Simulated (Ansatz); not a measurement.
NaCl, DFT, PBE, all-electron LAPW, scalar-relativistic (Ansatz 0.2.0), run on 1 thread of Intel(R) Xeon(R) 6975P-C (Granite Rapids) on a shared host.

The cell is a measured one (Crystallography Open Database entry 4320809); the temperature and pressure of the measurement aren't taken into account, and nothing was relaxed. It was measured hot, at 423 K. The listed cell was then made from it by scaling, straining or moving an atom.

Command: `ansatz run input.yaml --threads 1 --pin off --max-ram 2048MiB --backend cpu --events-out ev --progress --plain --runs-dir out`

```yaml
crystal:
  lattice:
    - [0.0, 2.71848, 2.83175]
    - [2.71848, 0.0, 2.83175]
    - [2.71848, 2.71848, 0.0]
  atoms:
    - { symbol: Na, position: [0.0, 0.0, 0.0] }
    - { symbol: Cl, position: [0.5, 0.5, 0.5] }
kpoints:
  mp_grid: { grid: [7, 7, 7] }
scf:
  occupations: { method: fermi_dirac, width: 0.03 }
hamiltonian:
  xc: pbe
  pseudopotentials: { kind: all_electron, lapw: { basis_error: 0.00025 } }
output:
  forces: true
  stress: true
  eigenvalues: true
```

(1) How large is the problem that the program sets up?

(2) Estimate the wall time and the peak memory.

Answers

(1) 40 irreducible k-points, 299 plane waves at Γ, 16 bands.

(2) 3.9 s of wall time for 7 SCF iterations, with a peak of 0.32 GiB. Times on shared machines scatter by tens of per cent.
